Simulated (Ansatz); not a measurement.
**Ir in Ansatz: the effect of strain**

Crystal: Ir.

```
Ir
1.0
     2.75138    0.00000    0.00000
    -1.37569    2.38276    0.00000
     0.00000    0.00000    4.28380
Ir
2
Direct
  0.33333 0.66667 0.25000
  0.66667 0.33333 0.75000
```

This isn't the form of Ir at room conditions, which is fcc.

Alike in all runs:

```yaml
Program: Ansatz 0.2.0
Task: single point
Functional: PBEsol
Potentials_or_basis: Ansatz PAW
Cutoff: "420 eV (not typed: the program's choice for these potentials)"
k_mesh: 9 × 9 × 5
Occupations: fermi-dirac, width 0.05 eV
Spin: no spin polarisation
Kind_of_strain: uniaxial
```

```csv
strain,pressure (GPa)
-0.04,?
-0.02,-5.4
-0.01,-9.2
0,-12.6
0.01,-15.6
0.02,-18.4
0.04,-23.3
```

Q: What does the run with strain -0.04 give?

A: Pressure 3.2 GPa.

Worked out: A parabola through the other rows of the pressure, of slope -439 GPa per unit of strain there, extrapolates to 2.7 GPa, against the run's 3.2.

Caveats: the PAW data sets come from PBE, with cores solved anew for the run's functional, which leaves a small shift of forces and pressure.
